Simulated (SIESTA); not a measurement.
Cu:

```
CELL_PARAMETERS angstrom
0.00000 1.80750 1.80750
1.80750 0.00000 1.80750
1.80750 1.80750 0.00000
ATOMIC_POSITIONS crystal
Cu 0.00000 0.00000 0.00000
```

Base run:

```yaml
Program: SIESTA 5.4.2
Functional: vdW-DF-cx
Potentials_or_basis: PseudoDojo 0.4 standard (PBE files)
Basis: DZP (energy shift 0.002 Ry)
Grid_cutoff: 800 Ry
Energy_shift: 0.002 Ry
k_mesh: 13 × 13 × 13
Occupations: fermi-dirac, width 0.05 eV
Spin: no spin polarisation
```

Its results: band gap on the k mesh none (metal or under the smearing width); pressure -5.4 GPa.

The run is repeated on the same cell with these changes: functional from vdW-DF-cx to PBE. What comes out?

Band gap on the k mesh none (metal or under the smearing width); pressure 0.8 GPa.

Caveats: semicore shells carry a single zeta, which can move pressures by several GPa and volumes by a few percent; the basis of atomic orbitals isn't converged, which shifts pressures, moduli and gaps; the potentials were made for another functional, which shifts forces and pressure (some runs).
